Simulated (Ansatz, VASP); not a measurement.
**Re in VASP and in Ansatz**

File INCAR:

```
SYSTEM = Re
  PREC = Accurate
  ENCUT = 520
  EDIFF = 1E-7
  ISMEAR = -1
  SIGMA = 0.1
  LREAL = .FALSE.
  LASPH = .TRUE.
  NELM = 60
  ALGO = Normal
  ISIF = 2
  LWAVE = .FALSE.
  LCHARG = .FALSE.
  GGA = B5
  ALDAX = 1.0
  AGGAX = 1.0
  AGGAC = 1.0
  ALDAC = 0.0
  NBANDS = 14
```

The input KPOINTS:

```
regular mesh
0
G
  11 11 11
  0 0 0
```

POSCAR

```
Re
1.0
    0.0000000000      2.8999934875      2.8999934875
    2.8999934875      0.0000000000      2.8999934875
    2.8999934875      2.8999934875      0.0000000000
Re
2
Direct
    0.1250000000      0.1250000000      0.1250000000
    0.8750000000      0.8750000000      0.8750000000
```

Input for Ansatz:

```yaml
crystal:
  lattice:
    - [0.0, 2.8999934875, 2.8999934875]
    - [2.8999934875, 0.0, 2.8999934875]
    - [2.8999934875, 2.8999934875, 0.0]
  atoms:
    - { symbol: Re, position: [0.125, 0.125, 0.125] }
    - { symbol: Re, position: [0.875, 0.875, 0.875] }
hamiltonian:
  xc: blyp
  pseudopotentials:
    kind: paw
    azcp:
      Re: "pseudopotentials/Re.paw.azcp"
basis:
  ecutwfc: 420
  fft_grid_basis: typed
kpoints:
  mp_grid: { grid: [11, 11, 11], shift: [0, 0, 0] }
magnetization:
  spin_polarized: false
scf:
  occupations: { method: fermi_dirac, width: 0.1 }
  lower_state_search: "off"
output:
  stress: true
```

Alike in both runs: task single point; functional BLYP; k mesh 11 × 11 × 11; occupations fermi-dirac, width 0.1 eV; no spin polarisation.

|  | VASP | Ansatz |
| --- | --- | --- |
| version | VASP 6.6.1 | Ansatz 0.2.0 |
| potentials or method | VASP PAW PBE potentials, release 64 (Re) | plane waves (420 eV) with PAW, scalar-relativistic |
| plane-wave cutoff (eV) | 520 | 420 |
| valence electrons in the cell | 14 | 30 |

VASP gave:

```
pressure (GPa) : -6.1
```

Q: What did Ansatz give for the same quantities?

A: Pressure (GPa): -5.8.

With one functional, cell and mesh, what is left measures potentials, basis and numerics. The two sets of potentials don't hold the same shells in valence.

Caveats: the PAW data sets were made with another functional, which shifts forces and pressure a little (VASP). The runs have no spin-orbit coupling, so splittings on Re are missing.
